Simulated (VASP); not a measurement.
Here is a VASP 6.6.1 calculation.

The input INCAR:

```
SYSTEM = KI
PREC = Accurate
ENCUT = 600
EDIFF = 1E-6
ISMEAR = -1
SIGMA = 0.05
LREAL = .FALSE.
LASPH = .TRUE.
NELM = 80
ALGO = Fast
ISIF = 3
LWAVE = .FALSE.
LCHARG = .FALSE.
GGA = RE
IBRION = 2
NSW = 40
EDIFFG = -0.005
```

The input KPOINTS:

```
regular mesh
0
G
  7 7 7
  0 0 0
```

POSCAR

```
KI
1.0
    0.0000000000      3.5327750000      3.5327750000
    3.5327750000      0.0000000000      3.5327750000
    3.5327750000      3.5327750000      0.0000000000
I K
1 1
Direct
    0.5000000000      0.5000000000      0.5000000000
    0.0000000000      0.0000000000      0.0000000000
```

Potentials or basis: VASP PAW PBE potentials, release 64 (I, K_sv).

Command:

```console
$ cat potpaw_PBE.64/I/POTCAR potpaw_PBE.64/K_sv/POTCAR > POTCAR
$ mpirun -np 1 vasp_std > vasp.out
```

(1) Predict the relaxed cell.

(2) What does it give for the space group after relaxing (to 0.05 Å)?

(3) What does it give for the relaxed volume?

Results:

(1) a = 5.227 Å, b = 5.227 Å, c = 5.227 Å, α = 60.00°, β = 60.00°, γ = 60.00°.

(2) Fm-3m (No. 225).

(3) 50.50 Å³/atom.

Caveat: the PAW data sets were made with another functional, which shifts forces and pressure a little.
